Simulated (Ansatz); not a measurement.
This P structure is the end of a relaxation. The cell was found from a structure generator's guess, not taken from experiment.

All numbers below come from DFT PBE, scalar-relativistic, plane waves, PAW in Ansatz 0.2.0. Cutoff 420 eV, Γ-centred mesh, Gaussian smearing, no spin polarisation.

```xyz
3
Lattice="-2.3364 2.3364 2.3364 2.3364 -2.3364 2.3364 2.3364 2.3364 -2.3364" Properties=species:S:1:pos:R:3 pbc="T T T"
P     0.0000    2.3364    0.0000
P     2.3364    0.0000    0.0000
P     0.0000    0.0000    2.3364
```

Energies count from the standard state of P at the same level. The references include black phosphorus.

Problem. What space group does it have?

Solution. Im-3m (No. 229). Conventional cell: a = 4.673 Å. P is surrounded by 4 P at 2.34 Å.

Problem. How far does it lie from the standard state of P?

Solution. +0.67 eV/atom. It lies above the standard state, so it could only be metastable.

Problem. Is it a metal?

Solution. Yes, bands cross the Fermi level on the 14×14×14 mesh.

The last run used a 14×14×14 mesh for its 3-atom cell and Gaussian smearing of 0.10 eV. The reference form of P is held partly by dispersion forces, which this level lacks. A structure relaxed within its symmetry needn't be a true minimum.
